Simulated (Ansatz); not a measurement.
Crystal: Te2Mo.

```
Te Mo
1.0
     6.33000    0.00000    0.00000
     0.00000    3.46900    0.00000
    -0.94679    0.00000   13.82762
Te Mo
8 4
Direct
  0.94370 0.75000 0.60450
  0.05630 0.25000 0.39550
  0.90300 0.25000 0.85140
  0.09700 0.75000 0.14860
  0.41120 0.75000 0.89550
  0.58880 0.25000 0.10450
  0.44320 0.25000 0.64840
  0.55680 0.75000 0.35160
  0.81670 0.75000 0.99260
  0.18330 0.25000 0.00740
  0.68190 0.25000 0.49340
  0.31810 0.75000 0.50660
```

Base run:

* Program: Ansatz 0.2.0
* Functional: LDA
* Potentials or basis: Ansatz PAW
* Cutoff: 420 eV
* Density cutoff: 1680 eV
* k mesh: 3 × 6 × 2
* Occupations: fermi-dirac, width 0.05 eV
* Spin: no spin polarisation

Its results: band gap on the k mesh none (metal or under the smearing width); pressure -3.3 GPa; largest force 0.399 eV/Å.

**Question.** After a change of settings the same cell gave: band gap on the k mesh none (metal or under the smearing width); pressure -1.4 GPa; largest force 0.257 eV/Å. Which change was it?
A. functional from LDA to BLYP; k mesh from 3 × 6 × 2 to 4 × 8 × 2
B. k mesh from 3 × 6 × 2 to 4 × 8 × 2
C. functional from LDA to r2SCAN; cutoff from 420 eV to 500 eV; density cutoff from 1680 eV to 2000 eV; k mesh from 3 × 6 × 2 to 4 × 8 × 2
D. functional from LDA to PBEsol

**Answer.** D.

PBEsol binds less tightly than LDA, so the same cell stands under more pressure.

Caveats: the PAW data sets come from PBE, with cores solved anew for the run's functional, which leaves a small shift of forces and pressure.

Not every run made on this cell is shown here.
